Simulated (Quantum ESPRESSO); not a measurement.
# Cd under changes of volume

One of the cells (21.585 Å³/atom); the others are scaled copies at fixed shape and fractional positions:

```
Cd
1.0
     2.97887    0.00000    0.00000
    -1.48944    2.57978    0.00000
     0.00000    0.00000    5.61765
Cd
2
Cartesian
  1.4894 0.8599 4.2132
  0.0000 1.7199 1.4044
```

```yaml
Program: Quantum ESPRESSO 7.5
Functional: LDA
Potentials_or_basis: GBRV 1.5 LDA
Cutoff: 612 eV
Density_cutoff: 4898 eV
k_mesh: 10 × 10 × 5
Occupations: fermi-dirac, width 0.05 eV
Spin: no spin polarisation
```

```tsv
volume (Å³/atom)	energy over the lowest point (meV/atom)	pressure (GPa)
20.290	0.00	-0.5
20.722	3.27	-2.0
21.154	10.01	-3.2
21.585	19.91	-4.2
22.017	?	?
22.449	47.19	-5.9
22.880	63.86	-6.6
```

What does the run at 22.017 Å³/atom give?

Energy over the lowest point 32.40 meV/atom; pressure -5.2 GPa.

Worked out: A Birch-Murnaghan fit of order 3 (a polynomial in V^(-2/3)) to the other rows has its minimum at 20.16 Å³/atom, just outside them, with B0 = V·E''(V) = 75 GPa and B' = 5.8 at fixed shape and positions, which overstates the stiffness. It gives 32.41 meV/atom at 22.017 Å³/atom, against the run's 32.40, and -dE/dV = -5.1 GPa, against -5.2.

Energies are extrapolated to zero smearing.
